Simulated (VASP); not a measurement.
# CsI (Pm-3m) in VASP: equation of state

How stiff is CsI in PBE, and what volume does it want? The cell is scaled to several volumes.

Program: VASP 6.6.1. These are calculated values, not measurements. Logs are shortened: lines on timing, memory, paths and dates and some standing lists are left out, and cuts for length are marked.

## Step 1: The structure

The structure is cubic, space group Pm-3m (No. 221). Conventional cell: a = 4.567 Å, b = 4.567 Å, c = 4.567 Å, α = 90.00°, β = 90.00°, γ = 90.00°. Around Cs (site symmetry m-3m) lie 8 I at 3.95 Å. I (site symmetry m-3m) has 8 Cs at 3.95 Å as nearest neighbours.

## Step 2: Equation of state, PBE, 44.76 Å³/atom (volume scaled by 0.94)

INCAR reads:

```
SYSTEM = CsI
ALGO = Normal ; EDIFF = 1E-7
ENCUT = 520 ; GGA = PE
ISIF = 2 ; ISMEAR = -1
LASPH = .TRUE. ; LCHARG = .FALSE.
LREAL = .FALSE. ; LWAVE = .FALSE.
NBANDS = 15 ; NELM = 60
PREC = Accurate ; SIGMA = 0.05
```

KPOINTS reads:

```
k-points
0
G
  6 6 6
  0 0 0
```

POSCAR reads:

```
CsI
1.0
    4.4734758827      0.0000000000      0.0000000000
    0.0000000000      4.4734758827      0.0000000000
    0.0000000000      0.0000000000      4.4734758827
Cs I
1 1
Direct
    0.0000000000      0.0000000000      0.0000000000
    0.5000000000      0.5000000000      0.5000000000
```

Potentials or basis: VASP PAW PBE potentials, release 64 (Cs_sv, I).

Run with:

```
> cat potpaw_PBE.64/Cs_sv/POTCAR potpaw_PBE.64/I/POTCAR > POTCAR
> mpirun -np 1 vasp_std > vasp.out
```

OUTCAR:

```text
SYSTEM = CsI
   EDIFF = 1E-7
   ENCUT = 520
   GGA = PE
   ISIF = 2
   ISMEAR = -1
   LASPH = .TRUE.
   LREAL = .FALSE.
   NELM = 60
   PREC = Accurate

 ion  position               nearest neighbor table
   1  0.000  0.000  0.000-
   2  0.500  0.500  0.500-

  LATTYP: Found a simple cubic cell.
 ALAT       =     4.4734758827

  Lattice vectors:

 A1 = (   4.4734758827,   0.0000000000,   0.0000000000)
 A2 = (   0.0000000000,   4.4734758827,   0.0000000000)
 A3 = (   0.0000000000,   0.0000000000,   4.4734758827)

Analysis of symmetry for initial positions (statically):
=====================================================================
 Subroutine PRICEL returns:
 Original cell was already a primitive cell.

 Routine SETGRP: Setting up the symmetry group for a
 simple cubic supercell.

 Subroutine GETGRP returns: Found 48 space group operations
 (whereof 48 operations were pure point group operations)
 out of a pool of 48 trial point group operations.

The static configuration has the point symmetry O_h .

Analysis of symmetry for dynamics (positions and initial velocities):
=====================================================================
 Subroutine PRICEL returns:
 Original cell was already a primitive cell.

 Routine SETGRP: Setting up the symmetry group for a
 simple cubic supercell.

 Subroutine GETGRP returns: Found 48 space group operations
 (whereof 48 operations were pure point group operations)
 out of a pool of 48 trial point group operations.

The dynamic configuration has the point symmetry O_h .

 Subroutine INISYM returns: Found 48 space group operations
 (whereof 48 operations are pure point group operations),
 and found     1 'primitive' translations

----------------------------------------------------------------------------------------

                                     Primitive cell

  volume of cell :      89.5231

  direct lattice vectors                    reciprocal lattice vectors
     4.473475883  0.000000000  0.000000000     0.223539821  0.000000000  0.000000000
     0.000000000  4.473475883  0.000000000     0.000000000  0.223539821  0.000000000
     0.000000000  0.000000000  4.473475883     0.000000000  0.000000000  0.223539821

  length of vectors
     4.473475883  4.473475883  4.473475883     0.223539821  0.223539821  0.223539821
[... 82 lines left out ...]
   ISIF   =      2    stress and relaxation
   ISYM   =      2    0-nonsym 1-usesym 2-fastsym
   POTIM  = 0.5000    time-step for ionic-motion
   TEBEG  =    0.0;   TEEND  =   0.0 temperature during run
   PSTRESS=    0.0 pullay stress
   NELECT =      16.0000    total number of electrons
   NUPDOWN=      -1.0000    fix difference up-down
   EMIN   =  10.00;   EMAX   =-10.00  energy-range for DOS
   EFERMI =   0.00;   METHOD = LEGACY
   ISMEAR =    -1;   SIGMA  =   0.05  broadening in eV -4-tet -1-fermi 0-gaus
   EFERMI_NEDOS =   21; number of points for ismear=-14 and -15
   IALGO  =     38    algorithm
   IMIX   =      4    mixing-type and parameters
     AMIX     =   0.40;   BMIX     =  1.00
     AMIX_MAG =   1.60;   BMIX_MAG =  1.00
  volume/ion in A,a.u.               =      44.76       302.07
  Fermi-wavevector in a.u.,A,eV,Ry     =   0.922153  1.742617 11.569938  0.850366
  Thomas-Fermi vector in A             =   2.047649
   LORBIT       =      0    0 simple, 1 ext, 2 COOP (PROOUT), +10 PAW based schemes
   GGA     = PE    functional components
   LHFCALC =     F    Hartree Fock is set to
   AEXX    =    0.0000 exact exchange contribution
   IVDW    =     0    specifies the selected vdW correction
   LEPSILON=     F    determine dielectric tensor
   LRPA    =     F    only Hartree local field effects (RPA)
 non-spin polarized calculation
  energy-cutoff  :      520.00
  volume of cell :       89.52
 maximum number of plane-waves:      2469
 NGX is ok and might be reduce to    36
   NGX = 17   NGY = 17   NGZ = 17

 number of electron      15.9999997 magnetization

 Free energy of the ion-electron system (eV)
  ---------------------------------------------------
  ext. energy  EPLUGINS =         0.00000000
  ---------------------------------------------------
  free energy    TOTEN  =        -5.38226643 eV

  energy without entropy =       -5.38226643  energy(sigma->0) =       -5.38226643

 E-fermi :   2.3292     XC(G=0):  -8.0365

 val. band max:        1.1969883472   @ k =   0.5000   0.5000   0.0000
 cond. band min:       5.2746571854   @ k =   0.0000   0.0000   0.0000
 fundamental gap:      4.0776688383
 Fermi energy:         2.3292239347

 k-point     1 :       0.0000    0.0000    0.0000
  band No.  band energies     occupation
      1     -19.1241      2.00000
      2      -9.5613      2.00000
      3      -5.8156      2.00000
      4      -5.8156      2.00000
      5      -5.8156      2.00000
      6       1.1208      2.00000
      7       1.1208      2.00000
      8       1.1208      2.00000
      9       5.2747      0.00000
     10       5.2747      0.00000
     11       5.2889      0.00000
     12       9.0879      0.00000
     13       9.0879      0.00000
     14       9.0879      0.00000
[... 329 lines left out ...]
      2      -9.2367      2.00000
      3      -6.1122      2.00000
      4      -6.1122      2.00000
      5      -6.1122      2.00000
      6      -0.2730      2.00000
      7      -0.2730      2.00000
      8      -0.2730      2.00000
      9       8.5772      0.00000
     10       8.5772      0.00000
     11       8.5772      0.00000
     12       9.3544      0.00000
     13       9.3544      0.00000
     14       9.3544      0.00000
     15      11.3120      0.00000

------------------------ aborting loop because EDIFF is reached ----------------------------------------

  FORCE on cell =-STRESS in cart. coord.  units (eV):
  Direction    XX          YY          ZZ          XY          YZ          ZX
  --------------------------------------------------------------------------------------
  -------------------------------------------------------------------------------------
  Total        0.9904425      0.9904425      0.9904425      0.0000000      0.0000000      0.0000000
  in kB       17.7257478     17.7257478     17.7257478      0.0000000      0.0000000      0.0000000
  external PRESSURE =      17.7257478 kB  Pullay stress =       0.0000000 kB

 VOLUME and BASIS-vectors are now :
 -----------------------------------------------------------------------------
  energy-cutoff  :      520.00
  volume of cell :       89.52
      direct lattice vectors                 reciprocal lattice vectors
     4.473475883  0.000000000  0.000000000     0.223539821  0.000000000  0.000000000
     0.000000000  4.473475883  0.000000000     0.000000000  0.223539821  0.000000000
     0.000000000  0.000000000  4.473475883     0.000000000  0.000000000  0.223539821

 POSITION                                       TOTAL-FORCE (eV/Angst)
 -----------------------------------------------------------------------------------
      0.00000      0.00000      0.00000         0.000000      0.000000      0.000000
      2.23674      2.23674      2.23674         0.000000      0.000000      0.000000
 -----------------------------------------------------------------------------------
    total drift:                               -0.000000      0.000000      0.000000

  FREE ENERGIE OF THE ION-ELECTRON SYSTEM (eV)
  ---------------------------------------------------
  free  energy   TOTEN  =        -5.3822664342 eV

  energy  without entropy=       -5.3822664342  energy(sigma->0) =       -5.38226643
```

OSZICAR:

```text
N       E                     dE             d eps       ncg     rms          rms(c)
DAV:   1     0.863275646125E+02    0.86328E+02   -0.63158E+03   600   0.893E+02
DAV:   2     0.140241855205E+01   -0.84925E+02   -0.78873E+02   846   0.144E+02
DAV:   3    -0.542576831026E+01   -0.68282E+01   -0.68098E+01   796   0.448E+01
DAV:   4    -0.550989286209E+01   -0.84125E-01   -0.84119E-01   782   0.610E+00
DAV:   5    -0.551089712501E+01   -0.10043E-02   -0.10043E-02   804   0.626E-01    0.165E+00
DAV:   6    -0.540064186727E+01    0.11026E+00   -0.87153E-02   740   0.154E+00    0.116E+00
DAV:   7    -0.537888135491E+01    0.21761E-01   -0.93577E-02   740   0.153E+00    0.599E-01
DAV:   8    -0.538242392723E+01   -0.35426E-02   -0.11840E-02   642   0.588E-01    0.106E-01
DAV:   9    -0.538220534691E+01    0.21858E-03   -0.44636E-04   817   0.124E-01    0.594E-02
DAV:  10    -0.538227284820E+01   -0.67501E-04   -0.24353E-04   628   0.799E-02    0.406E-02
DAV:  11    -0.538226591230E+01    0.69359E-05   -0.30993E-05   747   0.253E-02    0.896E-03
DAV:  12    -0.538226647187E+01   -0.55958E-06   -0.36986E-06   677   0.123E-02    0.486E-03
DAV:  13    -0.538226643421E+01    0.37669E-07   -0.52106E-07   789   0.345E-03
   1 F= -.53822664E+01 E0= -.53822664E+01  d E =-.171951E-10
```

It took 20 s on 1 thread of Intel Xeon Platinum 8488C (Sapphire Rapids), shared host; peak memory 0.21 GiB.

Results:

```
Free energy            : -5.3823 eV
Pressure               : 1.8 GPa
Band gap on the k mesh : 4.08 eV, indirect (least direct gap 4.15 eV)
```

Caveat: spin-orbit coupling is left out, which moves the levels of the heavy elements.

## Step 3: Equation of state, PBE, 45.71 Å³/atom (volume scaled by 0.96)

INCAR reads:

```
ALGO = Normal ; EDIFF = 1E-7
ENCUT = 520 ; GGA = PE
ISIF = 2 ; ISMEAR = -1
LASPH = True ; LCHARG = False
LREAL = False ; LWAVE = False
NBANDS = 15 ; NELM = 80
PREC = Accurate ; SIGMA = 0.05
```

KPOINTS reads:

```
k-points
0
Gamma
  6 6 6
```

POSCAR reads:

```
CsI
1.0
    4.5049802719      0.0000000000      0.0000000000
    0.0000000000      4.5049802719      0.0000000000
    0.0000000000      0.0000000000      4.5049802719
Cs I
1 1
Direct
    0.0000000000      0.0000000000      0.0000000000
    0.5000000000      0.5000000000      0.5000000000
```

Potentials or basis: VASP PAW PBE potentials, release 64 (Cs_sv, I).

Run with:

```
> cat potpaw_PBE.64/Cs_sv/POTCAR potpaw_PBE.64/I/POTCAR > POTCAR
> mpirun -np 1 vasp_std > vasp.out
```

It took 20 s on 1 thread of Intel Xeon Platinum 8488C (Sapphire Rapids), shared host; peak memory 0.21 GiB.

The run converged. Its results:

```yaml
Free_energy: -5.4012 eV
Pressure: 1.4 GPa
Band_gap_on_the_k_mesh: 4.02 eV, indirect (least direct gap 4.10 eV)
```

Caveat: spin-orbit coupling is left out, which moves the levels of the heavy elements.

## Step 4: Equation of state, PBE, 46.67 Å³/atom (volume scaled by 0.98)

Changes to INCAR since step 3:

```diff
@@ -5,3 +5,3 @@
 LREAL = False ; LWAVE = False
-NBANDS = 15 ; NELM = 80
+NBANDS = 15 ; NELM = 100
 PREC = Accurate ; SIGMA = 0.05
```

KPOINTS is that of step 3.

POSCAR reads:

```
CsI
1.0
    4.5360500832      0.0000000000      0.0000000000
    0.0000000000      4.5360500832      0.0000000000
    0.0000000000      0.0000000000      4.5360500832
Cs I
1 1
Direct
    0.0000000000      0.0000000000      0.0000000000
    0.5000000000      0.5000000000      0.5000000000
```

Run with:

```
> cat potpaw_PBE.64/Cs_sv/POTCAR potpaw_PBE.64/I/POTCAR > POTCAR
> mpirun -np 1 vasp_std > vasp.out
```

Run time: 24 s. Hardware: 1 thread of Intel Xeon Platinum 8488C (Sapphire Rapids), shared host; peak memory 0.21 GiB.

Results (log left out):

- Free energy: -5.4161 eV
- Pressure: 1.1 GPa
- Band gap on the k mesh: 3.94 eV, indirect (least direct gap 4.03 eV)

Caveat: spin-orbit coupling is left out, which moves the levels of the heavy elements.

## Step 5: Equation of state, PBE, 48.57 Å³/atom (volume scaled by 1.02)

INCAR reads:

```
SYSTEM = CsI
PREC = Accurate
ENCUT = 520
EDIFF = 1E-7
ISMEAR = -1
SIGMA = 0.05
LREAL = .FALSE.
LASPH = .TRUE.
NELM = 60
ALGO = Normal
ISIF = 2
LWAVE = .FALSE.
LCHARG = .FALSE.
GGA = PE
NBANDS = 15
```

KPOINTS reads:

```
regular mesh
0
G
  6 6 6
  0 0 0
```

POSCAR reads:

```
CsI
1.0
    4.5969439277      0.0000000000      0.0000000000
    0.0000000000      4.5969439277      0.0000000000
    0.0000000000      0.0000000000      4.5969439277
Cs I
1 1
Direct
    0.0000000000      0.0000000000      0.0000000000
    0.5000000000      0.5000000000      0.5000000000
```

Potentials or basis: VASP PAW PBE potentials, release 64 (Cs_sv, I).

Run with:

```
> cat potpaw_PBE.64/Cs_sv/POTCAR potpaw_PBE.64/I/POTCAR > POTCAR
> mpirun -np 1 vasp_std > vasp.out
```

OUTCAR:

```text
SYSTEM = CsI
   PREC = Accurate
   ENCUT = 520
   EDIFF = 1E-7
   ISMEAR = -1
   LREAL = .FALSE.
   LASPH = .TRUE.
   NELM = 60
   ISIF = 2
   GGA = PE

 ion  position               nearest neighbor table
   1  0.000  0.000  0.000-
   2  0.500  0.500  0.500-

  LATTYP: Found a simple cubic cell.
 ALAT       =     4.5969439277

  Lattice vectors:

 A1 = (   4.5969439277,   0.0000000000,   0.0000000000)
 A2 = (   0.0000000000,   4.5969439277,   0.0000000000)
 A3 = (   0.0000000000,   0.0000000000,   4.5969439277)

Analysis of symmetry for initial positions (statically):
=====================================================================
 Subroutine PRICEL returns:
 Original cell was already a primitive cell.

 Routine SETGRP: Setting up the symmetry group for a
 simple cubic supercell.

 Subroutine GETGRP returns: Found 48 space group operations
 (whereof 48 operations were pure point group operations)
 out of a pool of 48 trial point group operations.

The static configuration has the point symmetry O_h .

[... 165 lines left out ...]
      1     -19.7188      2.00000
      2      -9.9304      2.00000
      3      -6.4219      2.00000
      4      -6.4219      2.00000
      5      -6.4219      2.00000
      6       0.6053      2.00000
      7       0.6053      2.00000
      8       0.6053      2.00000
      9       4.5090      0.00000
     10       4.9067      0.00000
     11       4.9067      0.00000
     12       8.4151      0.00000
     13       8.4151      0.00000
     14       8.4151      0.00000
[... 329 lines left out ...]
      2      -9.6706      2.00000
      3      -6.6598      2.00000
      4      -6.6598      2.00000
      5      -6.6598      2.00000
      6      -0.5637      2.00000
      7      -0.5637      2.00000
      8      -0.5637      2.00000
      9       7.8088      0.00000
     10       7.8088      0.00000
     11       7.8088      0.00000
     12       8.4653      0.00000
     13       8.4653      0.00000
     14       8.4653      0.00000
     15      10.3874      0.00000

------------------------ aborting loop because EDIFF is reached ----------------------------------------

  FORCE on cell =-STRESS in cart. coord.  units (eV):
  Direction    XX          YY          ZZ          XY          YZ          ZX
  --------------------------------------------------------------------------------------
  -------------------------------------------------------------------------------------
  Total        0.3209615      0.3209615      0.3209615      0.0000000      0.0000000     -0.0000000
  in kB        5.2936577      5.2936577      5.2936577      0.0000000      0.0000000     -0.0000000
  external PRESSURE =       5.2936577 kB  Pullay stress =       0.0000000 kB

 VOLUME and BASIS-vectors are now :
 -----------------------------------------------------------------------------
  energy-cutoff  :      520.00
  volume of cell :       97.14
      direct lattice vectors                 reciprocal lattice vectors
     4.596943928  0.000000000  0.000000000     0.217535827  0.000000000  0.000000000
     0.000000000  4.596943928  0.000000000     0.000000000  0.217535827  0.000000000
     0.000000000  0.000000000  4.596943928     0.000000000  0.000000000  0.217535827

 POSITION                                       TOTAL-FORCE (eV/Angst)
 -----------------------------------------------------------------------------------
      0.00000      0.00000      0.00000         0.000000      0.000000      0.000000
      2.29847      2.29847      2.29847         0.000000      0.000000      0.000000
 -----------------------------------------------------------------------------------
    total drift:                                0.000000      0.000000      0.000000

  FREE ENERGIE OF THE ION-ELECTRON SYSTEM (eV)
  ---------------------------------------------------
  free  energy   TOTEN  =        -5.4351900622 eV

  energy  without entropy=       -5.4351900622  energy(sigma->0) =       -5.43519006
```

stdout:

```text
POSCAR found type information on POSCAR CsI
 POSCAR found :  2 types and       2 ions
 scaLAPACK will be used
 LDA part: xc-table for (Slater+PW92), standard interpolation
 POSCAR, INCAR and KPOINTS ok, starting setup
 FFT: planning ... GRIDC
 FFT: planning ... GRID_SOFT
 FFT: planning ... GRID
 WAVECAR not read
 entering main loop
```

Run time: 21 s. Hardware: 1 thread of Intel Xeon Platinum 8488C (Sapphire Rapids), shared host; peak memory 0.21 GiB.

What came out:

- Free energy: -5.4352 eV
- Pressure: 0.5 GPa
- Band gap on the k mesh: 3.81 eV, indirect (least direct gap 3.90 eV)

Caveat: spin-orbit coupling is left out, which moves the levels of the heavy elements.

## Step 6: Equation of state, PBE, 49.52 Å³/atom (volume scaled by 1.04)

INCAR reads:

```
ALGO = Normal ; EDIFF = 1E-7
ENCUT = 520 ; GGA = PE
ISIF = 2 ; ISMEAR = -1
LASPH = True ; LCHARG = False
LREAL = False ; LWAVE = False
NBANDS = 15 ; NELM = 100
PREC = Accurate ; SIGMA = 0.05
```

KPOINTS reads:

```
k-points
0
Gamma
  6 6 6
```

POSCAR reads:

```
CsI
1.0
    4.6267950494      0.0000000000      0.0000000000
    0.0000000000      4.6267950494      0.0000000000
    0.0000000000      0.0000000000      4.6267950494
Cs I
1 1
Direct
    0.0000000000      0.0000000000      0.0000000000
    0.5000000000      0.5000000000      0.5000000000
```

Potentials or basis: VASP PAW PBE potentials, release 64 (Cs_sv, I).

Run with:

```
> cat potpaw_PBE.64/Cs_sv/POTCAR potpaw_PBE.64/I/POTCAR > POTCAR
> mpirun -np 1 vasp_std > vasp.out
```

Wall time 20 s (1 thread of Intel Xeon Platinum 8488C (Sapphire Rapids), shared host); peak memory 0.21 GiB.

Results (log left out):

```yaml
Free_energy: -5.4402 eV
Pressure: 0.3 GPa
Band_gap_on_the_k_mesh: 3.75 eV, indirect (least direct gap 3.85 eV)
```

Caveat: spin-orbit coupling is left out, which moves the levels of the heavy elements.

## Step 7: Equation of state, PBE, 50.48 Å³/atom (volume scaled by 1.06)

INCAR reads:

```
SYSTEM = CsI
PREC = Accurate
ENCUT = 520
EDIFF = 1E-7
ISMEAR = -1
SIGMA = 0.05
LREAL = .FALSE.
LASPH = .TRUE.
NELM = 100
ALGO = Normal
ISIF = 2
LWAVE = .FALSE.
LCHARG = .FALSE.
GGA = PE
NBANDS = 15
```

KPOINTS reads:

```
Automatic mesh
0
G
  6 6 6
  0 0 0
```

POSCAR reads:

```
CsI
1.0
    4.6562658762      0.0000000000      0.0000000000
    0.0000000000      4.6562658762      0.0000000000
    0.0000000000      0.0000000000      4.6562658762
Cs I
1 1
Direct
    0.0000000000      0.0000000000      0.0000000000
    0.5000000000      0.5000000000      0.5000000000
```

Run with:

```
> cat potpaw_PBE.64/Cs_sv/POTCAR potpaw_PBE.64/I/POTCAR > POTCAR
> mpirun -np 1 vasp_std > vasp.out
```

It took 21 s on 1 thread of Intel Xeon Platinum 8488C (Sapphire Rapids), shared host; peak memory 0.21 GiB.

Results (log left out):

```yaml
Free_energy: -5.4426 eV
Pressure: 0.1 GPa
Band_gap_on_the_k_mesh: 3.69 eV, indirect (least direct gap 3.79 eV)
```

Caveat: spin-orbit coupling is left out, which moves the levels of the heavy elements.

## Step 8: Equation of state, PBE

Potentials or basis: VASP PAW PBE potentials, release 64 (Cs_sv, I).

This step only gathers the single runs of the series.

What came out:

```
Equilibrium volume : 50.97 Å³/atom (rough: see the caveat)
Bulk modulus       : 9.9 GPa (rough)
```

Energy against volume, from the lowest point:
```
volume (Å³/atom)  energy (meV/atom)
          44.762              30.15
          45.714              20.67
          46.666              13.24
          47.619               7.65
          48.571               3.69
          49.523               1.20
          50.476               0.00
```

Caveat: the minimum lies outside the volumes run.
